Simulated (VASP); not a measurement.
# Au (Im-3m) in VASP: further runs

Runs on Au. Level: PBE. Tasks: single point.

All numbers are computed with VASP 6.6.1; they aren't measurements. Logs are shortened: lines on timing, memory, paths and dates and some standing lists are left out, and cuts for length are marked.

### Step 1. Starting point

It takes space group Im-3m (No. 229, cubic). The conventional cell has a = 3.238 Å, b = 3.238 Å, c = 3.238 Å, α = 90.00°, β = 90.00°, γ = 90.00°. Au (site symmetry m-3m) has 8 Au at 2.80 Å as nearest neighbours.

The cell was built by a generator and needn't be a form met in nature.

### Step 2. Single point, PBE

File INCAR:

```
SYSTEM = Au
PREC = Accurate
ENCUT = 520
EDIFF = 1E-6
ISMEAR = 0
SIGMA = 0.05
LREAL = .False.
LASPH = .True.
NELM = 100
ALGO = Normal
ISIF = 2
LWAVE = .False.
LCHARG = .False.
GGA = PE
NBANDS = 12
```

File KPOINTS:

```
Automatic mesh
0
Gamma
  8 8 8
  0 0 0
```

File POSCAR:

```
Au
1.0
   -1.6191481830      1.6191481830      1.6191481830
    1.6191481830     -1.6191481830      1.6191481830
    1.6191481830      1.6191481830     -1.6191481830
Au
1
Direct
    0.0000000000      0.0000000000      0.0000000000
```

Potentials or basis: VASP PAW PBE potentials, release 64 (Au).

Run with:

```sh
> cat potpaw_PBE.64/Au/POTCAR > POTCAR
> mpirun -np 1 vasp_std > vasp.out
```

OUTCAR:

```text
SYSTEM = Au
   PREC = Accurate
   ENCUT = 520
   EDIFF = 1E-6
   ISMEAR = 0
   LREAL = .False.
   LASPH = .True.
   NELM = 100
   ISIF = 2
   GGA = PE

 ion  position               nearest neighbor table
   1  0.000  0.000  0.000-

  LATTYP: Found a body centered cubic cell.
 ALAT       =     3.2382963660

  Lattice vectors:

 A1 = (  -1.6191481830,   1.6191481830,   1.6191481830)
 A2 = (   1.6191481830,  -1.6191481830,   1.6191481830)
 A3 = (   1.6191481830,   1.6191481830,  -1.6191481830)

Analysis of symmetry for initial positions (statically):
=====================================================================
 Subroutine PRICEL returns:
 Original cell was already a primitive cell.

 Routine SETGRP: Setting up the symmetry group for a
 body centered cubic supercell.

 Subroutine GETGRP returns: Found 48 space group operations
 (whereof 48 operations were pure point group operations)
 out of a pool of 48 trial point group operations.

The static configuration has the point symmetry O_h .

Analysis of symmetry for dynamics (positions and initial velocities):
=====================================================================
 Subroutine PRICEL returns:
 Original cell was already a primitive cell.

 Routine SETGRP: Setting up the symmetry group for a
 body centered cubic supercell.

 Subroutine GETGRP returns: Found 48 space group operations
 (whereof 48 operations were pure point group operations)
 out of a pool of 48 trial point group operations.

The dynamic configuration has the point symmetry O_h .

 Subroutine INISYM returns: Found 48 space group operations
 (whereof 48 operations are pure point group operations),
 and found     1 'primitive' translations

----------------------------------------------------------------------------------------

                                     Primitive cell

  volume of cell :      16.9793

  direct lattice vectors                    reciprocal lattice vectors
    -1.619148183  1.619148183  1.619148183     0.000000000  0.308804349  0.308804349
     1.619148183 -1.619148183  1.619148183     0.308804349  0.000000000  0.308804349
     1.619148183  1.619148183 -1.619148183     0.308804349  0.308804349  0.000000000

  length of vectors
     2.804446918  2.804446918  2.804446918     0.436715298  0.436715298  0.436715298

  position of ions in fractional coordinates (direct lattice)
     0.000000000  0.000000000  0.000000000

  ion indices of the primitive-cell ions
   primitive index   ion index
                 1           1

----------------------------------------------------------------------------------------

 KPOINTS: Automatic mesh

Automatic generation of k-mesh.
 Grid dimensions read from file:
 generate k-points for:    8    8    8

 Generating k-lattice:

  Cartesian coordinates                     Fractional coordinates (reciprocal lattice)
     0.000000000  0.038600544  0.038600544     0.125000000  0.000000000  0.000000000
     0.038600544  0.000000000  0.038600544     0.000000000  0.125000000  0.000000000
     0.038600544  0.038600544  0.000000000     0.000000000  0.000000000  0.125000000

  Length of vectors
     0.054589412  0.054589412  0.054589412

  Shift w.r.t. Gamma in fractional coordinates (k-lattice)
     0.000000000  0.000000000  0.000000000

 Subroutine IBZKPT returns following result:
 ===========================================

 Found     29 irreducible k-points:

 Following reciprocal coordinates:
            Coordinates               Weight
  0.000000  0.000000  0.000000      1.000000
  0.125000  0.000000  0.000000     12.000000
  0.250000  0.000000  0.000000     12.000000
  0.375000  0.000000  0.000000     12.000000
  0.500000  0.000000  0.000000      6.000000
  0.125000  0.125000  0.000000     24.000000
[... 16 lines left out ...]
 -0.250000  0.250000  0.250000      6.000000
 -0.375000  0.375000  0.250000     24.000000
 [... further k-points ...]
   k-points           NKPTS =     29   k-points in BZ     NKDIM =     29   number of bands    NBANDS=     12
   number of dos      NEDOS =    301   number of ions     NIONS =      1
   total plane-waves  NPLWV =  13824
   dimension x,y,z NGX =    24 NGY =   24 NGZ =   24
   dimension x,y,z NGXF=    48 NGYF=   48 NGZF=   48
   ions per type =               1
   NGX,Y,Z   is equivalent  to a cutoff of  14.23, 14.23, 14.23 a.u.
   NGXF,Y,Z  is equivalent  to a cutoff of  28.45, 28.45, 28.45 a.u.
 SYSTEM =  Au
   PREC   = accura    normal or accurate (medium, high low for compatibility)
   ISTART =      0    job   : 0-new  1-cont  2-samecut
   ICHARG =      2    charge: 1-file 2-atom 10-const
   ISPIN  =      1    spin polarized calculation?
   LNONCOLLINEAR =      F non collinear calculations
   LSORBIT =      F    spin-orbit coupling
   LASPH  =      T    aspherical Exc in radial PAW
   ENCUT  =  520.0 eV  38.22 Ry    6.18 a.u.   5.21  5.21  5.21*2*pi/ulx,y,z
   NELM   =    100;   NELMIN=  2; NELMDL= -5     # of ELM steps
   EDIFF  = 0.1E-05   stopping-criterion for ELM
   LREAL  =      F    real-space projection
   EDIFFG = 0.1E-04   stopping-criterion for IOM
   NSW    =      0    number of steps for IOM
   IBRION =     -1    ionic relax: 0-MD 1-quasi-New 2-CG
   NFREE  =      0    steps in history (QN), initial steepest desc. (CG)
   ISIF   =      2    stress and relaxation
   ISYM   =      2    0-nonsym 1-usesym 2-fastsym
   POTIM  = 0.5000    time-step for ionic-motion
   TEBEG  =    0.0;   TEEND  =   0.0 temperature during run
   PSTRESS=    0.0 pullay stress
   NELECT =      11.0000    total number of electrons
   NUPDOWN=      -1.0000    fix difference up-down
   EMIN   =  10.00;   EMAX   =-10.00  energy-range for DOS
   EFERMI =   0.00;   METHOD = LEGACY
   ISMEAR =     0;   SIGMA  =   0.05  broadening in eV -4-tet -1-fermi 0-gaus
   EFERMI_NEDOS =   21; number of points for ismear=-14 and -15
   IALGO  =     38    algorithm
   IMIX   =      4    mixing-type and parameters
     AMIX     =   0.40;   BMIX     =  1.00
     AMIX_MAG =   1.60;   BMIX_MAG =  1.00
  volume/ion in A,a.u.               =      16.98       114.58
  Fermi-wavevector in a.u.,A,eV,Ry     =   1.416552  2.676895 27.301710  2.006619
  Thomas-Fermi vector in A             =   2.537874
   LORBIT       =      0    0 simple, 1 ext, 2 COOP (PROOUT), +10 PAW based schemes
   GGA     = PE    functional components
   LHFCALC =     F    Hartree Fock is set to
   AEXX    =    0.0000 exact exchange contribution
   IVDW    =     0    specifies the selected vdW correction
   LEPSILON=     F    determine dielectric tensor
   LRPA    =     F    only Hartree local field effects (RPA)
 non-spin polarized calculation
 Gauss-broadening in eV      SIGMA  =   0.05
  energy-cutoff  :      520.00
  volume of cell :       16.98
 maximum number of plane-waves:       471
 NGX is ok and might be reduce to    24
   NGX = 11   NGY = 11   NGZ = 11

 number of electron      11.0000001 magnetization

 Free energy of the ion-electron system (eV)
  ---------------------------------------------------
  ext. energy  EPLUGINS =         0.00000000
  ---------------------------------------------------
  free energy    TOTEN  =        -3.13105436 eV

  energy without entropy =       -3.12776649  energy(sigma->0) =       -3.12941042

 E-fermi :   9.7688     XC(G=0): -12.7459

 val. band max:        9.3893375958   @ k =  -0.3750   0.3750   0.2500
 cond. band min:       9.7721660357   @ k =   0.3750   0.1250  -0.0000
 fundamental gap:      0.3828284399
 Fermi energy:         9.7687770596

 k-point     1 :       0.0000    0.0000    0.0000
  band No.  band energies     occupation
      1      -0.3483      2.00000
      2       4.6184      2.00000
      3       4.6184      2.00000
      4       4.6184      2.00000
      5       6.5652      2.00000
      6       6.5652      2.00000
      7      26.0630      0.00000
      8      26.0630      0.00000
      9      26.0630      0.00000
     10      33.9553      0.00000
     11      33.9553      0.00000
     12      33.9553      0.00000

 k-point     2 :       0.1250    0.0000    0.0000
  band No.  band energies     occupation
      1       0.2167      2.00000
      2       4.4414      2.00000
      3       4.6293      2.00000
      4       5.0230      2.00000
      5       6.3780      2.00000
      6       6.5796      2.00000
      7      25.7161      0.00000
      8      26.0560      0.00000
      9      26.7947      0.00000
     10      30.4506      0.00000
     11      30.8760      0.00000
     12      32.0789      0.00000

 k-point     3 :       0.2500    0.0000    0.0000
  band No.  band energies     occupation
      1       1.5670      2.00000
      2       4.0390      2.00000
      3       4.7964      2.00000
      4       6.1169      2.00000
      5       6.2420      2.00000
      6       6.6356      2.00000
      7      21.7492      0.00000
      8      24.5312      0.00000
      9      28.2805      0.00000
     10      28.6885      0.00000
     11      29.8159      0.00000
     12      31.3320      0.00000

 k-point     4 :       0.3750    0.0000    0.0000
  band No.  band energies     occupation
      1       2.2504      2.00000
      2       3.6669      2.00000
      3       6.1805      2.00000
      4       6.7239      2.00000
      5       6.7300      2.00000
      6       7.4552      2.00000
      7      16.4808      0.00000
      8      22.6556      0.00000
      9      24.8944      0.00000
     10      30.8005      0.00000
     11      30.8340      0.00000
     12      33.6421      0.00000

 k-point     5 :       0.5000    0.0000    0.0000
  band No.  band energies     occupation
      1       2.2391      2.00000
      2       3.5204      2.00000
      3       6.4200      2.00000
      4       6.7709      2.00000
      5       8.1240      2.00000
      6       8.8936      2.00000
      7      13.1234      0.00000
      8      21.9362      0.00000
      9      23.4956      0.00000
     10      31.4668      0.00000
     11      31.8202      0.00000
     12      32.5439      0.00000
[... 228 lines left out ...]
      1       3.8538      2.00000
      2       4.0422      2.00000
      3       4.0422      2.00000
      4       6.9241      2.00000
      5       6.9241      2.00000
      6      13.4161      0.00000
      7      15.1749      0.00000
      8      15.1749      0.00000
      9      27.4825      0.00000
     10      28.2601      0.00000
     11      28.2601      0.00000
     12      33.8999      0.00000

 k-point    22 :       0.2500    0.2500    0.2500
  band No.  band energies     occupation
      1       4.1118      2.00000
      2       4.1118      2.00000
      3       4.1118      2.00000
      4       6.8168      2.00000
      5       6.8168      2.00000
      6      12.4412      0.00000
      7      16.7708      0.00000
      8      16.7708      0.00000
      9      16.7708      0.00000
     10      36.4454      0.00000
     11      36.4454      0.00000
     12      36.4454      0.00000

 k-point    23 :      -0.2500    0.2500    0.2500
  band No.  band energies     occupation
      1       3.1431      2.00000
      2       4.4244      2.00000
      3       5.2621      2.00000
      4       5.2621      2.00000
      5       6.0471      2.00000
      6       7.5583      2.00000
      7      22.2693      0.00000
      8      23.4372      0.00000
      9      23.4372      0.00000
     10      25.1610      0.00000
     11      33.9388      0.00000
     12      33.9388      0.00000

 k-point    24 :      -0.3750    0.3750    0.2500
  band No.  band energies     occupation
      1       3.4568      2.00000
      2       3.8928      2.00000
      3       5.2708      2.00000
      4       5.8033      2.00000
      5       7.2051      2.00000
      6       9.3893      2.00000
      7      17.9967      0.00000
      8      20.8853      0.00000
      9      23.2095      0.00000
     10      26.2568      0.00000
     11      32.2927      0.00000
     12      34.8889      0.00000

 [... further k-points ...]

------------------------ aborting loop because EDIFF is reached ----------------------------------------

  FORCE on cell =-STRESS in cart. coord.  units (eV):
  Direction    XX          YY          ZZ          XY          YZ          ZX
  --------------------------------------------------------------------------------------
  -------------------------------------------------------------------------------------
  Total        0.9648960      0.9648960      0.9648960      0.0000000      0.0000000      0.0000000
  in kB       91.0481920     91.0481920     91.0481920      0.0000000      0.0000000      0.0000000
  external PRESSURE =      91.0481920 kB  Pullay stress =       0.0000000 kB

 VOLUME and BASIS-vectors are now :
 -----------------------------------------------------------------------------
  energy-cutoff  :      520.00
  volume of cell :       16.98
      direct lattice vectors                 reciprocal lattice vectors
    -1.619148183  1.619148183  1.619148183     0.000000000  0.308804349  0.308804349
     1.619148183 -1.619148183  1.619148183     0.308804349  0.000000000  0.308804349
     1.619148183  1.619148183 -1.619148183     0.308804349  0.308804349  0.000000000

 POSITION                                       TOTAL-FORCE (eV/Angst)
 -----------------------------------------------------------------------------------
      0.00000      0.00000      0.00000         0.000000     -0.000000     -0.000000
 -----------------------------------------------------------------------------------
    total drift:                               -0.000000      0.000000      0.000000

  FREE ENERGIE OF THE ION-ELECTRON SYSTEM (eV)
  ---------------------------------------------------
  free  energy   TOTEN  =        -3.1310543556 eV

  energy  without entropy=       -3.1277664937  energy(sigma->0) =       -3.12941042
```

Run time: 5.9 s. Hardware: 1 thread of Intel Xeon Platinum 8488C (Sapphire Rapids), shared host; peak memory 0.13 GiB.

Results:

* Free energy: -3.1311 eV
* Pressure: 9.1 GPa
* Band gap on the k mesh: none (metal or under the smearing width)

Spin-orbit coupling is left out, which matters for the levels of Au.

### Step 3. Single point, PBE, non-collinear spin, zero start, spin-orbit coupling

This run uses another cell than the first one, of 17.84 Å³/atom, 1.050 times its volume.

File INCAR:

```
PREC     = Accurate       # precision mode
ENCUT    = 520            # plane-wave cutoff, eV
EDIFF    = 1E-6           # SCF threshold, eV
ISMEAR   = 0              # smearing method
SIGMA    = 0.05           # smearing width, eV
LREAL    = F              # projectors in reciprocal space
LASPH    = T              # aspherical terms in the spheres
NELM     = 150            # most SCF steps
ALGO     = Fast           # electronic algorithm
ISIF     = 2              # what is computed and relaxed
LWAVE    = F              # write WAVECAR
LCHARG   = F              # write CHGCAR
MAGMOM   = 0 0 0          # initial moments
LORBIT   = 11             # projections on sites
LSORBIT  = T              # spin-orbit coupling
GGA_COMPAT= F            
LORBMOM  = T            
LMAXMIX  = 4              # l up to which the mixer works
GGA      = PE             # functional
NBANDS   = 22             # bands
```

File KPOINTS:

```
Automatic mesh
0
Gamma
  18 18 18
```

File POSCAR:

```
Au
1.0
   -1.6459080502      1.6459080502      1.6459080502
    1.6459080502     -1.6459080502      1.6459080502
    1.6459080502      1.6459080502     -1.6459080502
Au
1
Direct
    0.0000000000      0.0000000000      0.0000000000
```

Potentials or basis: VASP PAW PBE potentials, release 64 (Au).

Run with:

```sh
> cat potpaw_PBE.64/Au/POTCAR > POTCAR
> mpirun -np 1 vasp_ncl > vasp.out
```

Wall time 2.2 min (1 thread of Intel Xeon Platinum 8488C (Sapphire Rapids), shared host); peak memory 0.27 GiB.

The run converged. Its results:

```yaml
Free_energy: -3.4859 eV
Pressure: 0.0 GPa
Net_moment: 0.00 μB per cell
Valence_electrons_inside_the_program's_atomic_spheres: Au 9.61
```

Moments on the atoms (μB; x, y, z):
```
Au  0.00 0.00 0.00
```

### Step 4. Single point, PBE

This run uses another cell than the first one, of 18.04 Å³/atom, 1.063 times its volume.

File INCAR:

```
PREC = Accurate
ENCUT = 520
EDIFF = 1E-6
ISMEAR = 0
SIGMA = 0.05
LREAL = F
LASPH = T
NELM = 100
ALGO = Fast
ISIF = 2
LWAVE = F
LCHARG = T
GGA = PE
LELF = T
LVHAR = T
NBANDS = 12
```

File KPOINTS:

```
Automatic mesh
0
Gamma
  8 8 8
```

File POSCAR:

```
Au
1.0
   -1.6522647278      1.6522647278      1.6522647278
    1.6522647278     -1.6522647278      1.6522647278
    1.6522647278      1.6522647278     -1.6522647278
Au
1
Direct
    0.0000000000      0.0000000000      0.0000000000
```

Run with:

```sh
> cat potpaw_PBE.64/Au/POTCAR > POTCAR
> mpirun -np 1 vasp_std > vasp.out
```

Run time: 8 s. Hardware: 1 thread of Intel Xeon Platinum 8488C (Sapphire Rapids), shared host; peak memory 0.14 GiB.

Results (log left out):

| Item | Value |
| --- | --- |
| Free energy | -3.1587 eV |
| Pressure | -0.2 GPa |
| Band gap on the k mesh | none (metal or under the smearing width) |

Levels at points of the mesh, in eV from the Fermi level:
| k point | band 4 | band 5 | band 6 | band 7 | band 8 | band 9 |
| --- | --- | --- | --- | --- | --- | --- |
| (0.00, 0.00, 0.00) | -4.79 | -3.03 | -3.03 | 16.30 | 16.30 | 16.30 |
| (0.50, 0.00, 0.00) | -2.85 | -1.63 | -0.59 | 3.03 | 12.15 | 13.32 |
| (0.50, 0.50, 0.50) | -1.98 | -1.98 | 6.05 | 6.05 | 6.05 | 8.86 |

Spin-orbit coupling is left out, which matters for the levels of Au.

### Step 5. The runs side by side

```tsv
spin	cell	k mesh	gap on the mesh (eV)	pressure (GPa)
off	Im-3m, 16.98 Å³/atom	8 × 8 × 8	none	9.1
non-collinear, zero start, SOC	Im-3m, 17.84 Å³/atom	18 × 18 × 18	-	0.0
off	Im-3m, 18.04 Å³/atom	8 × 8 × 8	none	-0.2
```

Alike in all rows: task single point; level PBE; potentials or basis VASP PAW PBE potentials, release 64 (Au); cutoff (eV) 520; smearing gaussian 0.05 eV.

Absolute energies hang on the potentials; compare differences alone.
